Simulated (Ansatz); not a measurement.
**BaS: S vacancy**

Computed with DFT PBE, scalar-relativistic, plane waves, PAW in Ansatz. (420 eV cutoff, 2×2×2 k-mesh, shifted by half a step, Gaussian smearing of 0.01 eV, collinear spin in charge +1 alone)

Host crystal, relaxed:

```
Ba S
1.0
     0.00000    3.21426    3.21426
     3.21426    0.00000    3.21426
     3.21426    3.21426    0.00000
Ba S
1 1
Direct
  0.00000 0.00000 0.00000
  0.50000 0.50000 0.50000
```

Supercell of 32 atoms, rows in host cell vectors: 1 1 -3; 1 1 1; 1 -3 1. Atoms relax at the host's cell, keeping the symmetry that the supercell leaves at the site. The cell is small, so energies carry finite-size errors of tenths of an eV. The host's Kohn–Sham gap is 2.23 eV.

Spin-orbit coupling is left out, which matters for the bands and energies of heavy elements.

Defect: S vacancy at (0.500, 0.500, 0.500) of the host cell, charge +2.

**Question.** Give the relaxed supercell.

**Answer.**
```
CELL_PARAMETERS angstrom
-6.42852 -6.42852 6.42852
6.42852 6.42852 6.42852
-6.42852 6.42852 -6.42852
ATOMIC_POSITIONS crystal
Ba 0.00000 0.23435 0.73435
Ba 0.25000 0.25000 0.50000
Ba 0.00000 0.50000 0.50000
Ba 0.50000 0.25000 0.25000
Ba 0.26565 0.50000 0.26565
Ba 0.00000 0.76565 0.26565
Ba 0.73435 0.23435 0.00000
Ba 0.50000 0.50000 0.00000
Ba 0.26565 0.76565 0.00000
Ba 0.00000 0.00000 0.00000
Ba 0.73435 0.50000 0.73435
Ba 0.50000 0.75000 0.75000
Ba 0.25000 0.00000 0.75000
Ba 0.75000 0.75000 0.50000
Ba 0.50000 0.00000 0.50000
Ba 0.75000 0.00000 0.25000
S 0.24718 0.50000 0.75282
S 0.00000 0.74718 0.75282
S 0.50000 0.50000 0.50000
S 0.24718 0.74718 0.49435
S 0.00000 0.00000 0.50000
S 0.75282 0.50000 0.24718
S 0.49435 0.74718 0.24718
S 0.24718 0.99435 0.24718
S 0.00000 0.25282 0.24718
S 0.75282 0.74718 0.00000
S 0.50000 0.00000 0.00000
S 0.24718 0.25282 0.00000
S 0.75282 0.00565 0.75282
S 0.50565 0.25282 0.75282
S 0.75282 0.25282 0.50565
```
Around the defect: 6 Ba at 3.42 Å. The run ended with a moment of 0.00 μB (no spin polarisation).